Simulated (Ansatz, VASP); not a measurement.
Sb: VASP beside Ansatz

The input INCAR:

```
PREC = Accurate ; ENCUT = 520
EDIFF = 1E-6 ; ISMEAR = -1
SIGMA = 0.05 ; LREAL = False
LASPH = True ; NELM = 80
ALGO = Normal ; ISIF = 2
LWAVE = False ; LCHARG = False
GGA = PS ; NBANDS = 12
```

File KPOINTS:

```
Automatic mesh
0
Gamma
  7 7 4
```

Contents of POSCAR:

```
Sb
1.0
    3.3545324186      0.0000000000      0.0000000000
   -1.6772662093      2.9051102923      0.0000000000
    0.0000000000      0.0000000000      5.4701606500
Sb
2
Direct
    0.6666666667      0.3333333333      0.7500000000
    0.3333333333      0.6666666667      0.2500000000
```

input.yaml

```yaml
crystal:
  lattice:
    - [3.3545324186, 0.0, 0.0]
    - [-1.6772662093, 2.9051102923, 0.0]
    - [0.0, 0.0, 5.47016065]
  atoms:
    - { symbol: Sb, position: [0.6666666667, 0.3333333333, 0.75] }
    - { symbol: Sb, position: [0.3333333333, 0.6666666667, 0.25] }
kpoints:
  mp_grid: { grid: [7, 7, 4] }
  band_path:
    path:
      - [0.0, 0.0, 0.0]
      - [0.5, 0.0, 0.0]
      - [0.3333333333, 0.3333333333, 0.0]
      - [0.0, 0.0, 0.0]
      - [0.0, 0.0, 0.5]
      - [0.5, 0.0, 0.5]
      - [0.3333333333, 0.3333333333, 0.5]
      - [0.0, 0.0, 0.5]
    npoints: 12
scf:
  occupations: { method: fermi_dirac, width: 0.05 }
hamiltonian:
  xc: pbesol
  pseudopotentials: { kind: all_electron, lapw: { basis_error: 0.001 } }
output:
  forces: true
  stress: true
  eigenvalues: true
```

Alike in both runs: functional PBEsol; k mesh 7 × 7 × 4; occupations fermi-dirac, width 0.05 eV; no spin polarisation.

```csv
,VASP,Ansatz
version,VASP 6.6.1,Ansatz 0.2.0
potentials or method,"VASP PAW PBE potentials, release 64 (Sb)","all-electron LAPW, scalar-relativistic"
plane-wave cutoff (eV),520,see its input
task,single point,band structure
```

|  | VASP | Ansatz | Ansatz less VASP |
| --- | --- | --- | --- |
| gap on the k mesh at the Fermi level (eV) | none | none | - |
| pressure (GPa) | -1.3 | -1.3 | +0.04 |
| largest component of the traceless stress (GPa) | 0.81 | 0.81 | +0.004 |

A gap of «none» marks a metal or a gap that the smearing closes. Ansatz ran all-electron here, so the differences hold the error of VASP's frozen core and of both bases.

Caveats: the PAW data sets were made with another functional, which shifts forces and pressure a little (VASP); the k mesh is thin for a metal, which can move the energy by tens of meV per atom (Ansatz); spin-orbit coupling is left out, which moves the levels of the heavy elements (Ansatz). Spin-orbit coupling is left out, which matters for the levels of Sb.
